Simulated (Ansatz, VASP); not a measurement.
# BN in VASP and in Ansatz

```
B N
1.0
     2.64338    0.00000    0.00000
    -1.32169    2.28924    0.00000
     0.00000    0.00000    5.97721
B N
2 2
Direct
  0.33333 0.66667 0.25000
  0.66667 0.33333 0.75000
  0.33333 0.66667 0.75000
  0.66667 0.33333 0.25000
```

Alike in both runs: task single point; functional PBE; dispersion D3(BJ); k mesh 12 × 12 × 4; occupations gaussian, width 0.05 eV; no spin polarisation.

```csv
,VASP,Ansatz
version,VASP 6.6.1,Ansatz 0.2.0
potentials or method,"VASP PAW PBE potentials, release 64 (B, N)","scalar-relativistic, plane waves, PAW"
plane-wave cutoff (eV),520,420
valence electrons in the cell,16,16
```

```csv
,VASP,Ansatz,Ansatz less VASP
gap on the k mesh at the Fermi level (eV),3.86,3.86,+0.005
least direct gap on the mesh (eV),4.02,4.02,+0.005
```

 A k mesh can miss the band edges. As with any semilocal functional, this PBE gap is likely too small.
